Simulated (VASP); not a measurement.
The system is ZrO2.

```xyz
3
Lattice="0.0000 2.5329 2.5329 2.5329 0.0000 2.5329 2.5329 2.5329 0.0000" Properties=species:S:1:pos:R:3 pbc="T T T"
Zr    0.0000    0.0000    0.0000
O     1.2664    1.2664    1.2664
O     3.7993    3.7993    3.7993
```

Measurements of this composition are mostly on another form, of space group No. 14.

Base run:

- Program: VASP 6.6.1
- Functional: PBEsol
- Potentials or basis: VASP PAW PBE potentials, release 64 (Zr_sv, O)
- Cutoff: 520 eV
- k mesh: 8 × 8 × 8
- Occupations: gaussian, width 0.5 eV
- Spin: no spin polarisation

Its results: band gap on the k mesh 3.32 eV, indirect (least direct gap 3.76 eV); pressure 0.2 GPa.

Question: After a change of settings the same cell gave: band gap on the k mesh 3.91 eV, indirect (least direct gap 4.33 eV); pressure 4.1 GPa. Which change was it?
A. potentials or basis from VASP PAW PBE potentials, release 64 (Zr_sv, O) to VASP PAW PBE potentials, release 64 (Zr_sv, O_h); cutoff from 520 eV to 900 eV; occupations from gaussian, width 0.5 eV to gaussian, width 0.02 eV
B. functional from PBEsol to r2SCAN; occupations from gaussian, width 0.5 eV to gaussian, width 0.02 eV
C. k mesh from 8 × 8 × 8 to 12 × 12 × 12; occupations from gaussian, width 0.5 eV to gaussian, width 0.02 eV
D. cutoff from 520 eV to 700 eV; occupations from gaussian, width 0.5 eV to gaussian, width 0.02 eV

Answer: B.

Caveats: the PAW data sets were made with another functional, which shifts forces and pressure a little.
